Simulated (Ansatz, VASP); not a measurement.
# Al: VASP beside Ansatz

Contents of INCAR:

```
PREC     = Accurate       # precision mode
ENCUT    = 520            # plane-wave cutoff, eV
EDIFF    = 1E-6           # SCF threshold, eV
ISMEAR   = 0              # smearing method
SIGMA    = 0.15           # smearing width, eV
LREAL    = F              # projectors in reciprocal space
LASPH    = T              # aspherical terms in the spheres
NELM     = 100            # most SCF steps
ALGO     = Normal         # electronic algorithm
ISIF     = 2              # what is computed and relaxed
LWAVE    = F              # write WAVECAR
LCHARG   = T              # write CHGCAR
GGA      = PS             # functional
LELF     = T              # ELF
LVHAR    = T            
NBANDS   = 8              # bands
```

Contents of KPOINTS:

```
regular mesh
0
Gamma
  20 20 20
```

Contents of POSCAR:

```
Al
1.0
   -1.5753065031      1.5753065031      1.5912186900
    1.5753065031     -1.5753065031      1.5912186900
    1.5753065031      1.5753065031     -1.5912186900
Al
1
Direct
    0.0000000000      0.0000000000      0.0000000000
```

Input for Ansatz:

```yaml
crystal:
  lattice:
    - [-1.5753065031, 1.5753065031, 1.59121869]
    - [1.5753065031, -1.5753065031, 1.59121869]
    - [1.5753065031, 1.5753065031, -1.59121869]
  atoms:
    - { symbol: Al, position: [0.0, 0.0, 0.0] }
basis:
  ecutwfc: 420
kpoints:
  mp_grid: { grid: [20, 20, 20] }
hamiltonian:
  xc: pbesol
scf:
  occupations: { method: gaussian, width: 0.15 }
output:
  forces: true
  stress: true
  eigenvalues: true
```

Change from the starting cell: strain -0.0100 x Voigt [1, 1, 0, 0, 0, 0], atoms carried along.

Alike in both runs: task single point; functional PBEsol; k mesh 20 × 20 × 20; occupations gaussian, width 0.15 eV; no spin polarisation.

```csv
,VASP,Ansatz
version,VASP 6.6.1,Ansatz 0.2.0
potentials or method,"VASP PAW PBE potentials, release 64 (Al)","scalar-relativistic, plane waves, PAW"
plane-wave cutoff (eV),520,420
valence electrons in the cell,3,3
```

|  | VASP | Ansatz | Ansatz less VASP |
| --- | --- | --- | --- |
| gap on the k mesh at the Fermi level (eV) | none | none | - |
| pressure (GPa) | 4.0 | 3.9 | -0.08 |
| largest component of the traceless stress (GPa) | 0.41 | 0.41 | -0.001 |

A gap of «none» marks a metal or a gap that the smearing closes.

Caveats: the PAW data sets were made with another functional, which shifts forces and pressure a little (VASP).
